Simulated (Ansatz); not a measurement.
# Thickness series of a NiSi2/AlP/CoSi2 junction, part 5 of 6

Wanted: T(E), the conductance and its decay constant for NiSi2/AlP/CoSi2. The lower electrode is NiSi2 fluorite(111) turned by 180 degrees (type B), the upper one CoSi2 fluorite(111) turned by 180 degrees (type B); the barrier is AlP zinc blende(111) (whole bilayers). In the first transport cell, after relaxation, the nearest pair of electrode and barrier is Si–P at 2.30 Å, along the normal, at the lower face and Si–Al at 2.54 Å, along the normal, at the upper one. All share a net of side 3.896 Å, which strains the lower electrode by +1.5 %, the upper one by +2.8 % and the barrier by +0.0 %, against typed lattice constants near PBE's. The first steps treat the bulk electrodes alone.

Ansatz 0.2.0; PBE DFT, plane waves, PAW files (the session's first sound run).

So far, transmission at the Fermi level (a spin, zone mean): step 5 (the open system: T(E)) 0.00745; step 6 (conductance, atomic planes in the barrier 4, gap between the electrodes 8.81 Å) 0.0323; step 7 (conductance, 57 atoms) 0.00726. Also channels of the lower lead: step 5 1.03; step 7 1.01.

**8. Conductance on a fine mesh, atomic planes in the barrier 8, gap between the electrodes 15.18 Å**

Level of this step: PBE DFT, plane waves, PAW files; ballistic transmission by layer matching between semi-infinite leads (Ansatz).

System of this step: NiSi2/AlP/CoSi2. The cell holds 59 atoms: 34 Si, 8 Ni, 4 P, 4 Al and 9 Co. Its edges and angles: a = 3.896 Å, b = 3.896 Å, c = 79.212 Å, α = 90.0°, β = 90.0°, γ = 120.0°. Regions: left electrode, 25 atoms (17 Si and 8 Ni); barrier, 8 atoms (4 P and 4 Al); right electrode, 26 atoms (17 Si and 9 Co). Vacuum lies along c.

Barrier layers are added or taken out in the middle, and the relaxed faces stay.

input.yaml

```yaml
crystal:
  lattice:
    - [3.896, 0.0, 0.0]
    - [-1.948, 3.3740349731, 0.0]
    - [0.0, 0.0, 79.2117679045]
  atoms:
    - { symbol: Si, position: [0.0, 0.0, 0.0883707079] }
    - { symbol: Si, position: [0.33333333, 0.66666667, 0.1083532067] }
    - { symbol: Ni, position: [0.0, 0.0, 0.1181085381] }
    - { symbol: Si, position: [0.66666667, 0.33333333, 0.1278638695] }
    - { symbol: Si, position: [0.0, 0.0, 0.1478463683] }
    - { symbol: Ni, position: [0.66666667, 0.33333333, 0.1576016997] }
    - { symbol: Si, position: [0.33333333, 0.66666667, 0.1673570311] }
    - { symbol: Si, position: [0.66666667, 0.33333333, 0.18733953] }
    - { symbol: Ni, position: [0.33333333, 0.66666667, 0.1970948614] }
    - { symbol: Si, position: [0.0, 0.0, 0.2068501928] }
    - { symbol: Si, position: [0.33333333, 0.66666667, 0.2268326916] }
    - { symbol: Ni, position: [0.0, 0.0, 0.236588023] }
    - { symbol: Si, position: [0.66666667, 0.33333333, 0.2463433544] }
    - { symbol: Si, position: [0.0, 0.0, 0.2663258532] }
    - { symbol: Ni, position: [0.66666667, 0.33333333, 0.2760811846] }
    - { symbol: Si, position: [0.33333333, 0.66666667, 0.285836516] }
    - { symbol: Si, position: [0.66666667, 0.33333333, 0.3058190149] }
    - { symbol: Ni, position: [0.33333333, 0.66666667, 0.3155743463] }
    - { symbol: Si, position: [0.0, 0.0, 0.3253296777] }
    - { symbol: Si, position: [0.33333333, 0.66666667, 0.3453121765] }
    - { symbol: Ni, position: [0.0, 0.0, 0.3550675079] }
    - { symbol: Si, position: [0.66666667, 0.33333333, 0.3648228393] }
    - { symbol: Si, position: [0.0, 0.0, 0.3848053381] }
    - { symbol: Ni, position: [0.66666667, 0.33333333, 0.3945606695] }
    - { symbol: Si, position: [0.33333333, 0.66666667, 0.4054438409] }
    - { symbol: P, position: [0.33333333, 0.66666667, 0.4345217899] }
    - { symbol: Al, position: [0.66666667, 0.33333333, 0.4444165272] }
    - { symbol: P, position: [0.66666667, 0.33333333, 0.47451558] }
    - { symbol: Al, position: [0.0, 0.0, 0.4845227537] }
    - { symbol: P, position: [0.0, 0.0, 0.5146958207] }
    - { symbol: Al, position: [0.33333333, 0.66666667, 0.5247029944] }
    - { symbol: P, position: [0.33333333, 0.66666667, 0.5548760614] }
    - { symbol: Al, position: [0.66666667, 0.33333333, 0.5649607917] }
    - { symbol: Si, position: [0.66666667, 0.33333333, 0.5970228138] }
    - { symbol: Co, position: [0.33333333, 0.66666667, 0.6045671375] }
    - { symbol: Si, position: [0.0, 0.0, 0.6136797379] }
    - { symbol: Si, position: [0.33333333, 0.66666667, 0.6338373063] }
    - { symbol: Co, position: [0.0, 0.0, 0.6429499068] }
    - { symbol: Si, position: [0.66666667, 0.33333333, 0.6520625072] }
    - { symbol: Si, position: [0.0, 0.0, 0.6722200757] }
    - { symbol: Co, position: [0.66666667, 0.33333333, 0.6813326761] }
    - { symbol: Si, position: [0.33333333, 0.66666667, 0.6904452766] }
    - { symbol: Si, position: [0.66666667, 0.33333333, 0.710602845] }
    - { symbol: Co, position: [0.33333333, 0.66666667, 0.7197154455] }
    - { symbol: Si, position: [0.0, 0.0, 0.7288280459] }
    - { symbol: Si, position: [0.33333333, 0.66666667, 0.7489856143] }
    - { symbol: Co, position: [0.0, 0.0, 0.7580982148] }
    - { symbol: Si, position: [0.66666667, 0.33333333, 0.7672108153] }
    - { symbol: Si, position: [0.0, 0.0, 0.7873683837] }
    - { symbol: Co, position: [0.66666667, 0.33333333, 0.7964809841] }
    - { symbol: Si, position: [0.33333333, 0.66666667, 0.8055935846] }
    - { symbol: Si, position: [0.66666667, 0.33333333, 0.825751153] }
    - { symbol: Co, position: [0.33333333, 0.66666667, 0.8348637535] }
    - { symbol: Si, position: [0.0, 0.0, 0.8439763539] }
    - { symbol: Si, position: [0.33333333, 0.66666667, 0.8641339224] }
    - { symbol: Co, position: [0.0, 0.0, 0.8732465228] }
    - { symbol: Si, position: [0.66666667, 0.33333333, 0.8823591233] }
    - { symbol: Si, position: [0.0, 0.0, 0.9025166917] }
    - { symbol: Co, position: [0.66666667, 0.33333333, 0.9116292921] }
kpoints:
  mp_grid: { grid: [8, 8, 1] }
scf:
  occupations: { method: fermi_dirac, width: 0.1 }
  max_iter: 150
hamiltonian:
  xc: pbe
output:
  transmission:
    kmesh: [24, 24]
    e_range: [-0.26, 0.27]
    de: 0.0375
    leads: [[10, 13], [45, 48]]
```

Command:

```
> ansatz run input.yaml --threads 8 --pin off --max-ram 24576MiB --backend cpu --events-out ev --progress --plain --runs-dir out
```

Numbers of over 12 decimals in the logs are rounded to 6 here.

Log:

```text
[...]
Crystal: 59 atoms, lattice volume = 1041.258 Å³
Basis set: ecut = 420 eV, 20581 PW (Γ)
Bands: 292, of which v1, the nominal top of the filled ones, is band 233 counted from 1 (232 counted from 0)
Symmetry: 6 space group operations
[...]
k-points: 10 of 64 (time reversal used)
[...]
channels       : 1.008681e0 a spin
[...]
slowest decay  : 0.0455 /Å at (0.4167, 0.1667)
[...]
filled         : 11.6 meV over the level at which it is neutral
    channels       : 1.338542e0 a spin
[...]
slowest decay  : 0.0320 /Å at (0.4583, 0.0000)
  junction   : crystal 0 to crystal 1, 20.30 to 58.53 Å
    transmission   : 1.644166e-3 a spin
[...]
resistance     : 9.7050e-1 Ω µm² beyond half of each lead's own
[key lines of the parts left out:]
SCF converged after 13 iterations
Free energy (F): -119663.969657 eV
Fermi energy:    8.302239 eV
```

The job ended after 5.6 min (8 threads of Arm Neoverse V1, shared host; peak memory 10 GiB; 38 min of CPU time).

One spin. Table of transmission, zone mean by energy, zero at the Fermi level:

```csv
energy (eV),"transmission, zone mean"
-0.260,0.00182
-0.223,0.00192
-0.185,0.00216
-0.147,0.00187
-0.110,0.00194
-0.072,0.00178
-0.035,0.00182
0.003,0.00164
0.040,0.00166
0.077,0.00174
0.115,0.00195
0.152,0.00186
0.190,0.00165
0.228,0.00159
0.265,0.00162
```

G = 1.0e12 S/m² (1/G = 0.972 Ω µm²), 0.23 times the step before of this kind. The largest error estimate is 11 %, from the mesh across the current. In the worse lead the potential repeats within 14 meV, which the program lets pass, though it still puts 9.8 % of error on the junction's conductance through them.

**9. Conductance, atomic planes in the barrier 12, gap between the electrodes 21.54 Å**

System of this step: NiSi2/AlP/CoSi2. The cell holds 63 atoms: 34 Si, 8 Ni, 6 P, 6 Al and 9 Co. Cell: a = 3.896 Å, b = 3.896 Å, c = 85.577 Å, α = 90.0°, β = 90.0°, γ = 120.0°. Regions: left electrode, 25 atoms (17 Si and 8 Ni); barrier, 12 atoms (6 P and 6 Al); right electrode, 26 atoms (17 Si and 9 Co). Vacuum lies along c.

Barrier layers are added or taken out in the middle, and the relaxed faces stay.

input.yaml

```yaml
crystal:
  lattice:
    - [3.896, 0.0, 0.0]
    - [-1.948, 3.3740349731, 0.0]
    - [0.0, 0.0, 85.5772637093]
  atoms:
    - { symbol: Si, position: [0.0, 0.0, 0.0817974272] }
    - { symbol: Si, position: [0.33333333, 0.66666667, 0.1002935673] }
    - { symbol: Ni, position: [0.0, 0.0, 0.1093232677] }
    - { symbol: Si, position: [0.66666667, 0.33333333, 0.118352968] }
    - { symbol: Si, position: [0.0, 0.0, 0.1368491081] }
    - { symbol: Ni, position: [0.66666667, 0.33333333, 0.1458788084] }
    - { symbol: Si, position: [0.33333333, 0.66666667, 0.1549085088] }
    - { symbol: Si, position: [0.66666667, 0.33333333, 0.1734046489] }
    - { symbol: Ni, position: [0.33333333, 0.66666667, 0.1824343492] }
    - { symbol: Si, position: [0.0, 0.0, 0.1914640496] }
    - { symbol: Si, position: [0.33333333, 0.66666667, 0.2099601897] }
    - { symbol: Ni, position: [0.0, 0.0, 0.21898989] }
    - { symbol: Si, position: [0.66666667, 0.33333333, 0.2280195903] }
    - { symbol: Si, position: [0.0, 0.0, 0.2465157304] }
    - { symbol: Ni, position: [0.66666667, 0.33333333, 0.2555454308] }
    - { symbol: Si, position: [0.33333333, 0.66666667, 0.2645751311] }
    - { symbol: Si, position: [0.66666667, 0.33333333, 0.2830712712] }
    - { symbol: Ni, position: [0.33333333, 0.66666667, 0.2921009716] }
    - { symbol: Si, position: [0.0, 0.0, 0.3011306719] }
    - { symbol: Si, position: [0.33333333, 0.66666667, 0.319626812] }
    - { symbol: Ni, position: [0.0, 0.0, 0.3286565123] }
    - { symbol: Si, position: [0.66666667, 0.33333333, 0.3376862127] }
    - { symbol: Si, position: [0.0, 0.0, 0.3561823528] }
    - { symbol: Ni, position: [0.66666667, 0.33333333, 0.3652120531] }
    - { symbol: Si, position: [0.33333333, 0.66666667, 0.3752857013] }
    - { symbol: P, position: [0.33333333, 0.66666667, 0.4022007445] }
    - { symbol: Al, position: [0.66666667, 0.33333333, 0.4113594812] }
    - { symbol: P, position: [0.66666667, 0.33333333, 0.4392196754] }
    - { symbol: Al, position: [0.0, 0.0, 0.4484824852] }
    - { symbol: P, position: [0.0, 0.0, 0.4764111882] }
    - { symbol: Al, position: [0.33333333, 0.66666667, 0.4856739981] }
    - { symbol: P, position: [0.33333333, 0.66666667, 0.5136027011] }
    - { symbol: Al, position: [0.66666667, 0.33333333, 0.5228655109] }
    - { symbol: P, position: [0.66666667, 0.33333333, 0.5507942139] }
    - { symbol: Al, position: [0.0, 0.0, 0.5600570238] }
    - { symbol: P, position: [0.0, 0.0, 0.5879857268] }
    - { symbol: Al, position: [0.33333333, 0.66666667, 0.5973203243] }
    - { symbol: Si, position: [0.33333333, 0.66666667, 0.6269974762] }
    - { symbol: Co, position: [0.0, 0.0, 0.6339806302] }
    - { symbol: Si, position: [0.66666667, 0.33333333, 0.6424154079] }
    - { symbol: Si, position: [0.0, 0.0, 0.6610735954] }
    - { symbol: Co, position: [0.66666667, 0.33333333, 0.669508373] }
    - { symbol: Si, position: [0.33333333, 0.66666667, 0.6779431507] }
    - { symbol: Si, position: [0.66666667, 0.33333333, 0.6966013382] }
    - { symbol: Co, position: [0.33333333, 0.66666667, 0.7050361159] }
    - { symbol: Si, position: [0.0, 0.0, 0.7134708935] }
    - { symbol: Si, position: [0.33333333, 0.66666667, 0.732129081] }
    - { symbol: Co, position: [0.0, 0.0, 0.7405638587] }
    - { symbol: Si, position: [0.66666667, 0.33333333, 0.7489986363] }
    - { symbol: Si, position: [0.0, 0.0, 0.7676568238] }
    - { symbol: Co, position: [0.66666667, 0.33333333, 0.7760916015] }
    - { symbol: Si, position: [0.33333333, 0.66666667, 0.7845263792] }
    - { symbol: Si, position: [0.66666667, 0.33333333, 0.8031845667] }
    - { symbol: Co, position: [0.33333333, 0.66666667, 0.8116193443] }
    - { symbol: Si, position: [0.0, 0.0, 0.820054122] }
    - { symbol: Si, position: [0.33333333, 0.66666667, 0.8387123095] }
    - { symbol: Co, position: [0.0, 0.0, 0.8471470871] }
    - { symbol: Si, position: [0.66666667, 0.33333333, 0.8555818648] }
    - { symbol: Si, position: [0.0, 0.0, 0.8742400523] }
    - { symbol: Co, position: [0.66666667, 0.33333333, 0.88267483] }
    - { symbol: Si, position: [0.33333333, 0.66666667, 0.8911096076] }
    - { symbol: Si, position: [0.66666667, 0.33333333, 0.9097677951] }
    - { symbol: Co, position: [0.33333333, 0.66666667, 0.9182025728] }
kpoints:
  mp_grid: { grid: [8, 8, 1] }
scf:
  occupations: { method: fermi_dirac, width: 0.1 }
  max_iter: 150
hamiltonian:
  xc: pbe
output:
  transmission:
    kmesh: [24, 24]
    e_range: [-0.26, 0.27]
    de: 0.0375
    leads: [[10, 13], [49, 52]]
```

Log:

```text
[...]
Crystal: 63 atoms, lattice volume = 1124.934 Å³
Basis set: ecut = 420 eV, 22259 PW (Γ)
Bands: 304, of which v1, the nominal top of the filled ones, is band 241 counted from 1 (240 counted from 0)
Symmetry: 6 space group operations
[...]
k-points: 10 of 64 (time reversal used)
[...]
channels       : 1.008681e0 a spin
[...]
slowest decay  : 0.0456 /Å at (0.4167, 0.1667)
[...]
filled         : 11.5 meV over the level at which it is neutral
    channels       : 1.338542e0 a spin
[...]
slowest decay  : 0.0313 /Å at (0.4583, 0.0000)
  junction   : crystal 0 to crystal 1, 20.30 to 64.90 Å
    transmission   : 9.528863e-5 a spin
[...]
resistance     : 1.6990e1 Ω µm² beyond half of each lead's own
[key lines of the parts left out:]
SCF converged after 13 iterations
Free energy (F): -122252.855672 eV
Fermi energy:    8.113244 eV
```

Elapsed: 5.8 min, on 8 threads; peak memory 12 GiB; 38 min of CPU time.

G = 5.9e10 S/m² (1/G = 17.0 Ω µm²), 0.057 times the step before of this kind. The largest error estimate is 11 %, from the mesh across the current. In the worse lead the potential repeats within 14 meV, which the program lets pass, though it still puts 7.9 % of error on the junction's conductance through them.

(Continued in part 6 of 6.)

[Logs are printed without paths, hosts, clocks, repeated set-up lines and the standing remarks that a program may print on its own settings, such as how far it seeks lower states.]

[Hosts, paths, dates, database ids (printed as entryN), source tags and the programs' standing remarks are cut or masked in the printed files.]
